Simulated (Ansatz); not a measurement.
## Charge transition levels of the Ga interstitial in GaN, term by term

Method: Ansatz 0.2.0, DFT PBE, scalar-relativistic, plane waves, PAW. (420 eV cutoff, 2×2×2 k-mesh, shifted by half a step, Gaussian smearing of 0.01 eV, collinear spin in charge 0, +2 alone)

Host crystal, relaxed:

```
Ga N
1.0
     3.21837    0.00000    0.00000
    -1.60919    2.78719    0.00000
     0.00000    0.00000    5.24317
Ga N
2 2
Direct
  0.66667 0.33333 0.49913
  0.33333 0.66667 0.99913
  0.66667 0.33333 0.87587
  0.33333 0.66667 0.37587
```

The Ga interstitial was set at (0.000, 0.000, 0.167) of the host cell, in a supercell of 48 sites (564 Å³), relaxed at fixed cell in each charge q. The host's Kohn–Sham gap is 1.71 eV and its static dielectric constant 10.9 (mean). For each charge: the supercell's free energy over the neutral one with q electrons exchanged at the valence band top, F(q) − F(0) + qE_v; the image-charge term; and the term that aligns the potential far from the defect with the host's.

| q | F(q) − F(0) + qE_v (eV) | image charge (eV) | alignment (eV) |
| --- | --- | --- | --- |
| +3 | -8.565 | 2.046 | 0.941 |
| +2 | -6.000 | 0.909 | 0.699 |
| +1 | -3.541 | 0.227 | 0.380 |
| 0 | 0.000 | 0.000 | 0.000 |

Problem. Add the terms and find the levels between neighbouring charges, ε(q/q′) = [A(q′) − A(q)]/(q − q′), with and without the two corrections.

Solution. A(q): -5.577 eV for +3, -4.392 eV for +2, -2.934 eV for +1, 0.000 eV for 0.
```tsv
level	corrected (eV over E_v)	uncorrected (eV)
(+3/+2)	1.19	2.56
(+2/+1)	1.46	2.46
(+1/0)	2.93	3.54
```

As a check, a point charge in a simple cubic cell of this volume has q²αe²/(2εL) = 0.227 q² eV (e² = 14.40 eV Å, α = 2.837, L = 8.26 Å); the shape of the real cell and the anisotropy of ε can change it somewhat. The term grows as q², so it pushes donor levels down and acceptor levels up.

Problem. Which of these charges is lowest with the Fermi level at the valence band top, at mid-gap and at the conduction band bottom?

Solution. The line A(q) + qE_F that lies lowest gives the charge: +3 at E_F = 0.00 eV, +3 at E_F = 0.86 eV, +1 at E_F = 1.71 eV. (+1/0) falls outside this Kohn–Sham gap, so the change of charge isn't reached within it; the real gap is usually wider and may hold a localised level, while a level that comes from a carrier in the host's bands only marks the band edge and moves with it. In charge 0 the cell has partly filled levels, from a carrier spread over the host's bands, a defect level that the small cell broadens into a band, or a degenerate defect level that the symmetric start can't split, so the levels beside it are doubtful. In charge 0 the extra carrier sits in the host's bands, sampled away from their edge; a term of -1.22 eV would put the level beside it at that edge (it also undoes corrections that don't apply to a spread carrier) and isn't included above. Charges beyond those computed could lie lower near the band edges.

Problem. The neutral defect forms at 8.43 eV with atoms taken from and returned to the elements. What are the formation energies at those three Fermi levels, and what share of sites would hold the defect at 1200 K with E_F at mid-gap, if the host still stood at that temperature?

Solution. E_f = E_f(0) + A(q) + qE_F = 2.86, 5.42, 7.21 eV. In the dilute limit the share is exp(−E_f/k_BT) = exp(−5.423/0.1034) = 1.7×10⁻²³, leaving out degeneracy and vibrational entropy. This is the Ga-rich limit; a poorer supply of Ga, or a competing compound of it, raises E_f. The small cell and the narrow Kohn–Sham gap leave errors of tenths of an eV or more, which change the share by orders of magnitude.